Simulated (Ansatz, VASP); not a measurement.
**One calculation of Re, two programs**

```
Re
1.0
     0.00000    1.97500    1.97500
     1.97500    0.00000    1.97500
     1.97500    1.97500    0.00000
Re
1
Cartesian
  0.0000 0.0000 0.0000
```

This isn't the form of Re at room conditions, which is hcp.

Alike in both runs: task single point; functional PBE; k mesh 12 × 12 × 12; occupations fermi-dirac, width 0.05 eV; no spin polarisation.

```csv
,VASP,Ansatz
version,VASP 6.6.1,Ansatz 0.2.0
potentials or method,"VASP PAW PBE potentials, release 64 (Re)",Ansatz PAW
plane-wave cutoff (eV),520,420
valence electrons in the cell,7,15
```

|  | VASP | Ansatz | Ansatz less VASP |
| --- | --- | --- | --- |
| gap on the k mesh at the Fermi level (eV) | none | none | - |
| pressure (GPa) | -9.8 | -9.0 | +0.71 |

A gap of «none» marks a metal or a gap that the smearing closes. The two sets of potentials don't hold the same shells in valence.

The runs have no spin-orbit coupling, so splittings on Re are missing.
